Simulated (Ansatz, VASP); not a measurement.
# BP in VASP and in Ansatz

```
B P
1.0
     2.73293    0.00000    0.00000
     0.00000    2.73293    0.00000
     0.00000    0.00000    2.73293
B P
1 1
Cartesian
  0.0000 0.0000 0.0000
  1.3665 1.3665 1.3665
```

Change from the starting cell: species swapped into the HoIr type (Pm-3m, No. 221).

Alike in both runs: functional PBE; k mesh 6 × 6 × 6; occupations gaussian, width 0.1 eV; no spin polarisation.

Ansatz relaxed the structure, and its values are those at the end. VASP's run is a single point on that final structure, the one shown.

```csv
,VASP,Ansatz
version,VASP 6.6.1,Ansatz 0.2.0
potentials or method,"VASP PAW PBE potentials, release 64 (B, P)","scalar-relativistic, plane waves, PAW"
plane-wave cutoff (eV),520,420
valence electrons in the cell,8,8
```

VASP gave:

```
gap on the k mesh at the Fermi level (eV) : none
pressure (GPa)                            : -0.2
```

Task: Which values does Ansatz return?

Result: gap on the k mesh at the Fermi level (eV): none; pressure (GPa): 0.0.

A gap of «none» marks a metal or a gap that the smearing closes.

Caveats: the k mesh is coarse (spacing up to 0.38 Å⁻¹), so the values aren't converged.
